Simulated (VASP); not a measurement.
# Al (Fm-3m) in VASP: notebook

Runs on Al. Level: PBE. Tasks: single point.

Everything below comes from runs of VASP 6.6.1. Logs are shortened: lines on timing, memory, paths and dates and some standing lists are left out, and cuts for length are marked.

### 1 The undisturbed crystal

It takes space group Fm-3m (No. 225, cubic). Conventional cell: a = 4.050 Å, b = 4.050 Å, c = 4.050 Å, α = 90.00°, β = 90.00°, γ = 90.00°. Around Al (site symmetry m-3m) lie 12 Al at 2.86 Å.

### 2 Single point, PBE (a relaxed cell with its volume scaled by 0.94)

Contents of INCAR:

```
  ALGO = Normal
  EDIFF = 1E-7
  ENCUT = 520
  GGA = PE
  ISIF = 2
  ISMEAR = 0
  LASPH = True
  LCHARG = False
  LREAL = False
  LWAVE = False
  NELM = 80
  PREC = Accurate
  SIGMA = 1.0
```

Contents of KPOINTS:

```
k-points
0
Gamma
  18 18 18
```

Contents of POSCAR:

```
Al                                      
1.0
    0.0000000000      1.9849158883      1.9849158883
    1.9849158883      0.0000000000      1.9849158883
    1.9849158883      1.9849158883      0.0000000000
  Al            
     1
Direct
     0.0000000000000000    0.0000000000000000    0.0000000000000000
```

Potentials or basis: VASP PAW PBE potentials, release 64 (Al).

On the command line:

```
$ cat potpaw_PBE.64/Al/POTCAR > POTCAR
$ mpirun -np 1 vasp_std > vasp.out
```

OUTCAR:

```text
EDIFF = 1E-7
   ENCUT = 520
   GGA = PE
   ISIF = 2
   ISMEAR = 0
   LASPH = True
   LREAL = False
   NELM = 80
   PREC = Accurate

 ion  position               nearest neighbor table
   1  0.000  0.000  0.000-

  LATTYP: Found a face centered cubic cell.
 ALAT       =     3.9698317766

  Lattice vectors:

 A1 = (   0.0000000000,   1.9849158883,   1.9849158883)
 A2 = (   1.9849158883,   0.0000000000,   1.9849158883)
 A3 = (   1.9849158883,   1.9849158883,   0.0000000000)

Analysis of symmetry for initial positions (statically):
=====================================================================
 Subroutine PRICEL returns:
 Original cell was already a primitive cell.

 Routine SETGRP: Setting up the symmetry group for a
 face centered cubic supercell.

 Subroutine GETGRP returns: Found 48 space group operations
 (whereof 48 operations were pure point group operations)
 out of a pool of 48 trial point group operations.

The static configuration has the point symmetry O_h .

Analysis of symmetry for dynamics (positions and initial velocities):
=====================================================================
 Subroutine PRICEL returns:
 Original cell was already a primitive cell.

 Routine SETGRP: Setting up the symmetry group for a
 face centered cubic supercell.

 Subroutine GETGRP returns: Found 48 space group operations
 (whereof 48 operations were pure point group operations)
 out of a pool of 48 trial point group operations.

The dynamic configuration has the point symmetry O_h .

 Subroutine INISYM returns: Found 48 space group operations
 (whereof 48 operations are pure point group operations),
 and found     1 'primitive' translations

----------------------------------------------------------------------------------------

                                     Primitive cell

  volume of cell :      15.6407

  direct lattice vectors                    reciprocal lattice vectors
     0.000000000  1.984915888  1.984915888    -0.251899843  0.251899843  0.251899843
     1.984915888  0.000000000  1.984915888     0.251899843 -0.251899843  0.251899843
     1.984915888  1.984915888  0.000000000     0.251899843  0.251899843 -0.251899843

  length of vectors
     2.807094969  2.807094969  2.807094969     0.436303326  0.436303326  0.436303326

  position of ions in fractional coordinates (direct lattice)
     0.000000000  0.000000000  0.000000000

  ion indices of the primitive-cell ions
   primitive index   ion index
                 1           1

----------------------------------------------------------------------------------------

 KPOINTS: k-points

Automatic generation of k-mesh.
 Grid dimensions read from file:
 generate k-points for:   18   18   18

 Generating k-lattice:

  Cartesian coordinates                     Fractional coordinates (reciprocal lattice)
    -0.013994436  0.013994436  0.013994436     0.055555556  0.000000000  0.000000000
     0.013994436 -0.013994436  0.013994436     0.000000000  0.055555556  0.000000000
     0.013994436  0.013994436 -0.013994436     0.000000000  0.000000000  0.055555556

  Length of vectors
     0.024239074  0.024239074  0.024239074

  Shift w.r.t. Gamma in fractional coordinates (k-lattice)
     0.000000000  0.000000000  0.000000000

 Subroutine IBZKPT returns following result:
 ===========================================

 Found    195 irreducible k-points:

 Following reciprocal coordinates:
            Coordinates               Weight
  0.000000  0.000000  0.000000      1.000000
  0.055556  0.000000  0.000000      8.000000
  0.111111  0.000000  0.000000      8.000000
  0.166667  0.000000  0.000000      8.000000
  0.222222  0.000000  0.000000      8.000000
  0.277778  0.000000  0.000000      8.000000
[... 16 lines left out ...]
 -0.277778  0.055556  0.000000     24.000000
 -0.222222  0.055556  0.000000     24.000000
 [... further k-points ...]
   k-points           NKPTS =    195   k-points in BZ     NKDIM =    195   number of bands    NBANDS=      5
   number of dos      NEDOS =    301   number of ions     NIONS =      1
   total plane-waves  NPLWV =  13824
   dimension x,y,z NGX =    24 NGY =   24 NGZ =   24
   dimension x,y,z NGXF=    48 NGYF=   48 NGZF=   48
   ions per type =               1
   NGX,Y,Z   is equivalent  to a cutoff of  14.21, 14.21, 14.21 a.u.
   NGXF,Y,Z  is equivalent  to a cutoff of  28.43, 28.43, 28.43 a.u.
 SYSTEM =  unknown system
   PREC   = accura    normal or accurate (medium, high low for compatibility)
   ISTART =      0    job   : 0-new  1-cont  2-samecut
   ICHARG =      2    charge: 1-file 2-atom 10-const
   ISPIN  =      1    spin polarized calculation?
   LNONCOLLINEAR =      F non collinear calculations
   LSORBIT =      F    spin-orbit coupling
   LASPH  =      T    aspherical Exc in radial PAW
   ENCUT  =  520.0 eV  38.22 Ry    6.18 a.u.   5.22  5.22  5.22*2*pi/ulx,y,z
   NELM   =     80;   NELMIN=  2; NELMDL= -5     # of ELM steps
   EDIFF  = 0.1E-06   stopping-criterion for ELM
   LREAL  =      F    real-space projection
   EDIFFG = 0.1E-05   stopping-criterion for IOM
   NSW    =      0    number of steps for IOM
   IBRION =     -1    ionic relax: 0-MD 1-quasi-New 2-CG
   NFREE  =      0    steps in history (QN), initial steepest desc. (CG)
   ISIF   =      2    stress and relaxation
   ISYM   =      2    0-nonsym 1-usesym 2-fastsym
   POTIM  = 0.5000    time-step for ionic-motion
   TEBEG  =    0.0;   TEEND  =   0.0 temperature during run
   PSTRESS=    0.0 pullay stress
   NELECT =       3.0000    total number of electrons
   NUPDOWN=      -1.0000    fix difference up-down
   EMIN   =  10.00;   EMAX   =-10.00  energy-range for DOS
   EFERMI =   0.00;   METHOD = LEGACY
   ISMEAR =     0;   SIGMA  =   1.00  broadening in eV -4-tet -1-fermi 0-gaus
   EFERMI_NEDOS =   21; number of points for ismear=-14 and -15
   IALGO  =     38    algorithm
   IMIX   =      4    mixing-type and parameters
     AMIX     =   0.40;   BMIX     =  1.00
     AMIX_MAG =   1.60;   BMIX_MAG =  1.00
  volume/ion in A,a.u.               =      15.64       105.55
  Fermi-wavevector in a.u.,A,eV,Ry     =   0.944126  1.784139 12.127870  0.891373
  Thomas-Fermi vector in A             =   2.071900
   LORBIT       =      0    0 simple, 1 ext, 2 COOP (PROOUT), +10 PAW based schemes
   GGA     = PE    functional components
   LHFCALC =     F    Hartree Fock is set to
   AEXX    =    0.0000 exact exchange contribution
   IVDW    =     0    specifies the selected vdW correction
   LEPSILON=     F    determine dielectric tensor
   LRPA    =     F    only Hartree local field effects (RPA)
 non-spin polarized calculation
 Gauss-broadening in eV      SIGMA  =   1.00
  energy-cutoff  :      520.00
  volume of cell :       15.64
 maximum number of plane-waves:       444
 NGX is ok and might be reduce to    24
   NGX = 11   NGY = 11   NGZ = 11

 number of electron       3.0000000 magnetization

 Free energy of the ion-electron system (eV)
  ---------------------------------------------------
  ext. energy  EPLUGINS =         0.00000000
  ---------------------------------------------------
  free energy    TOTEN  =        -3.83117394 eV

  energy without entropy =       -3.63753523  energy(sigma->0) =       -3.73435459

 E-fermi :   8.5556     XC(G=0): -10.3915

 val. band max:        8.5459571488   @ k =   0.5000   0.4444   0.0556
 cond. band min:       8.5616175334   @ k =  -0.4444   0.3333   0.1111
 fundamental gap:      0.0156603846
 Fermi energy:         8.5555769136

 k-point     1 :       0.0000    0.0000    0.0000
  band No.  band energies     occupation
      1      -2.9397      2.00000
      2      21.4898      0.00000
      3      21.4898      0.00000
      4      21.4898      0.00000
      5      23.3966      0.00000

 k-point     2 :       0.0556    0.0000    0.0000
  band No.  band energies     occupation
      1      -2.8528      2.00000
      2      19.9984      0.00000
      3      21.2226      0.00000
      4      21.2226      0.00000
      5      23.8030      0.00000

 k-point     3 :       0.1111    0.0000    0.0000
  band No.  band energies     occupation
      1      -2.5923      2.00000
      2      17.7216      0.00000
      3      20.7426      0.00000
      4      20.7426      0.00000
      5      23.8889      0.00000

 k-point     4 :       0.1667    0.0000    0.0000
  band No.  band energies     occupation
      1      -2.1593      2.00000
      2      15.4187      0.00000
      3      20.3069      0.00000
      4      20.3069      0.00000
      5      23.6957      0.00000

 k-point     5 :       0.2222    0.0000    0.0000
  band No.  band energies     occupation
      1      -1.5555      2.00000
      2      13.1919      0.00000
      3      19.9819      0.00000
      4      19.9819      0.00000
      5      23.5035      0.00000

 k-point     6 :       0.2778    0.0000    0.0000
  band No.  band energies     occupation
      1      -0.7831      2.00000
      2      11.0747      0.00037
      3      19.7869      0.00000
      4      19.7869      0.00000
      5      23.3467      0.00000
[... 113 lines left out ...]
 k-point    21 :      -0.3889    0.0556    0.0000
  band No.  band energies     occupation
      1       1.7316      2.00000
      2       6.7119      1.99087
      3      18.1350      0.00000
      4      20.2335      0.00000
      5      21.1472      0.00000

 k-point    22 :      -0.3333    0.0556    0.0000
  band No.  band energies     occupation
      1       0.5793      2.00000
      2       8.5178      1.04263
      3      18.0066      0.00000
      4      20.9353      0.00000
      5      21.0701      0.00000

 k-point    23 :      -0.2778    0.0556    0.0000
  band No.  band energies     occupation
      1      -0.4127      2.00000
      2      10.4610      0.00705
      3      18.0260      0.00000
      4      20.9984      0.00000
      5      21.9112      0.00000

 k-point    24 :      -0.2222    0.0556    0.0000
  band No.  band energies     occupation
      1      -1.2403      2.00000
      2      12.5306      0.00000
      3      18.1927      0.00000
      4      21.1308      0.00000
      5      22.9432      0.00000

 [... further k-points ...]
[... 5 lines left out ...]
  --------------------------------------------------------------------------------------
  -------------------------------------------------------------------------------------
  Total        0.5247603      0.5247603      0.5247603     -0.0000000     -0.0000000     -0.0000000
  in kB       53.7545547     53.7545547     53.7545547     -0.0000000     -0.0000000     -0.0000000
  external PRESSURE =      53.7545547 kB  Pullay stress =       0.0000000 kB

 VOLUME and BASIS-vectors are now :
 -----------------------------------------------------------------------------
  energy-cutoff  :      520.00
  volume of cell :       15.64
      direct lattice vectors                 reciprocal lattice vectors
     0.000000000  1.984915888  1.984915888    -0.251899843  0.251899843  0.251899843
     1.984915888  0.000000000  1.984915888     0.251899843 -0.251899843  0.251899843
     1.984915888  1.984915888  0.000000000     0.251899843  0.251899843 -0.251899843

 POSITION                                       TOTAL-FORCE (eV/Angst)
 -----------------------------------------------------------------------------------
      0.00000      0.00000      0.00000         0.000000      0.000000      0.000000
 -----------------------------------------------------------------------------------
    total drift:                               -0.000000     -0.000000     -0.000000

  FREE ENERGIE OF THE ION-ELECTRON SYSTEM (eV)
  ---------------------------------------------------
  free  energy   TOTEN  =        -3.8311739443 eV

  energy  without entropy=       -3.6375352329  energy(sigma->0) =       -3.73435459
```

It took 4.3 s on 1 thread of Intel Xeon 6975P-C (Granite Rapids), shared host; peak memory 0.14 GiB.

What came out:

```
Free energy            : -3.8312 eV
Pressure               : 5.4 GPa
Band gap on the k mesh : none (metal or under the smearing width)
```

Levels at points of the mesh, in eV from the Fermi level:
| k point | band 1 | band 2 | band 3 | band 4 | band 5 |
| --- | --- | --- | --- | --- | --- |
| (0.00, 0.00, 0.00) | -11.50 | 12.93 | 12.93 | 12.93 | 14.84 |
| (0.50, 0.00, 0.00) | -4.79 | -4.44 | 11.72 | 11.72 | 12.01 |
| (0.50, 0.50, 0.00) | -3.04 | -1.60 | 5.28 | 5.87 | 5.87 |

### 3 Single point, PBE (a relaxed cell with its volume scaled by 1.06)

INCAR is that of step 2.

KPOINTS is that of step 2.

Contents of POSCAR:

```
Al                                      
1.0
    0.0000000000      2.0660212238      2.0660212238
    2.0660212238      0.0000000000      2.0660212238
    2.0660212238      2.0660212238      0.0000000000
  Al            
     1
Direct
     0.0000000000000000    0.0000000000000000    0.0000000000000000
```

Potentials or basis: VASP PAW PBE potentials, release 64 (Al).

On the command line:

```
$ cat potpaw_PBE.64/Al/POTCAR > POTCAR
$ mpirun -np 1 vasp_std > vasp.out
```

Wall time 4.5 s (1 thread of Intel Xeon 6975P-C (Granite Rapids), shared host); peak memory 0.13 GiB.

Results (log left out):

```yaml
Free_energy: -3.8345 eV
Pressure: -3.8 GPa
Band_gap_on_the_k_mesh: none (metal or under the smearing width)
```

Levels at points of the mesh, in eV from the Fermi level:
| k point | band 1 | band 2 | band 3 | band 4 |
| --- | --- | --- | --- | --- |
| (0.00, 0.00, 0.00) | -10.67 | 12.27 | 12.27 | 12.27 |
| (0.50, 0.00, 0.00) | -4.32 | -4.28 | 10.73 | 10.73 |
| (0.50, 0.50, 0.00) | -2.75 | -1.58 | 5.26 | 5.31 |
